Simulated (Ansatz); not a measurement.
Two states of EuS

```xyz
4
Lattice="2.9622 5.9244 2.9622 2.9622 0.0000 2.9622 -2.9622 0.0000 2.9622" Properties=species:S:1:pos:R:3 pbc="T T T"
Eu    0.0000    0.0000    0.0000
Eu    0.0000    2.9622    2.9622
S     0.0000    0.0000    2.9622
S     2.9622    2.9622    2.9622
```

Single point in Ansatz 0.2.0 with r2SCAN, with U_eff = 5.07 eV on Eu f (all-electron-ortho-atomic projectors). Cutoff 500 eV, PAW datasets, 6×6×6 Γ-centred k mesh, fermi-dirac filling (width 0.1 eV).

State A: Eu1 up, Eu2 down (collinear spin). State B: Eu1 up, Eu2 up (collinear spin).

Question: Which state is lower, and how do they differ?

Answer: State B is lower by 4.2 meV an atom at zero smearing.

```csv
state,free energy (meV/atom),largest moment in a small sphere (μB),net moment (μB/cell),gap on mesh (eV),pressure (GPa),largest force (eV/Å)
A,4.3,6.88,0.00,1.18,1.4,0.00
B,0.0,6.88,14.00,0.72,1.3,0.00
```

Origin: a database entry at a rescaled volume.
